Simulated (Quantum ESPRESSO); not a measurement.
## Mg in Quantum ESPRESSO: the effect of target pressure

Crystal: Mg.

```
Mg
1.0
     3.20930    0.00000    0.00000
    -1.60465    2.77934    0.00000
     0.00000    0.00000    5.21030
Mg
2
Direct
  0.66667 0.33333 0.75000
  0.33333 0.66667 0.25000
```

Alike in all runs:

```yaml
Program: Quantum ESPRESSO 7.5
Task: relaxation of cell and atoms
Functional: PBEsol
Potentials_or_basis: SSSP 1.3 efficiency PBE
Cutoff: 857 eV
Density_cutoff: 6884 eV
k_mesh: 10 × 10 × 5
Occupations: fermi-dirac, width 0.05 eV
Spin: no spin polarisation
```

Each run relaxes the cell or the atoms first.

| target pressure | relaxed volume (Å³/atom) |
| --- | --- |
| 0 GPa | ? |
| 2 GPa | 21.49 |
| 5 GPa | 20.27 |
| 10 GPa | 18.75 |
| 20 GPa | 16.76 |
| 30 GPa | 15.44 |

Q: What does the run with target pressure 0 GPa give?

A: Relaxed volume 22.56 Å³/atom.

Worked out: In Murnaghan's law V^(-B') rises as a straight line in P. The other rows fit best with B' = 3.3, V0 = 22.49 Å³/atom and B0 = 40 GPa, which gives 22.49 Å³/atom at 0 GPa, against the run's 22.56.

Caveats: the potentials were made for another functional, which shifts forces and pressure; the volume moved by over 15 % at a fixed basis, so the end points are rough (some runs).
